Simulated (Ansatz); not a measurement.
# HfN: the cost of one run

Method: DFT PBE, scalar-relativistic, in Ansatz 0.2.0.

**1. The structure to begin with**

Symmetry: Fm-3m, No. 225, cubic system. Conventional cell: a = 4.518 Å, b = 4.518 Å, c = 4.518 Å, α = 90.00°, β = 90.00°, γ = 90.00°. Hf (site symmetry m-3m) is surrounded by 6 N at 2.26 Å. Around N (site symmetry m-3m) lie 6 Hf at 2.26 Å.

Coordinates:

```cif
data_structure
_symmetry_space_group_name_H-M 'P 1'
_symmetry_Int_Tables_number 1
_cell_length_a 3.1947
_cell_length_b 3.1947
_cell_length_c 3.1947
_cell_angle_alpha 60.000
_cell_angle_beta 60.000
_cell_angle_gamma 60.000
_cell_volume 23.06
loop_
_atom_site_label
_atom_site_type_symbol
_atom_site_fract_x
_atom_site_fract_y
_atom_site_fract_z
_atom_site_occupancy
Hf1 Hf 0.00000 0.00000 0.00000 1
N1 N 0.50000 0.50000 0.50000 1
```

Atoms are numbered in the order of the input: Hf1, N2.

**2. The deformed structure**

Space group Fm-3m before, I4mm after.

**3. LAPW, all electrons**

File input.yaml:

```yaml
crystal:
  lattice:
    - [0.0, 2.259, 2.259]
    - [2.259, 0.0, 2.259]
    - [2.259, 2.259, 0.0]
  atoms:
    - { symbol: Hf, position: [-0.0110668437, 0.0110668437, 0.0110668437] }
    - { symbol: "N", position: [0.5, 0.5, 0.5] }
kpoints:
  mp_grid: { grid: [10, 10, 10] }
scf:
  occupations: { method: fermi_dirac, width: 0.03 }
hamiltonian:
  xc: pbe
  pseudopotentials: { kind: all_electron, lapw: { basis_error: 0.001 } }
output:
  forces: true
  stress: true
  eigenvalues: true
```

Launch:

```console
> ansatz run input.yaml --threads 1 --pin off --max-ram 2048MiB --backend cpu --events-out ev --progress --plain --runs-dir out
```

What time and memory should one allow on 1 thread of Arm Neoverse V1, shared host?

About 47 s, with a peak of 0.4 GiB.
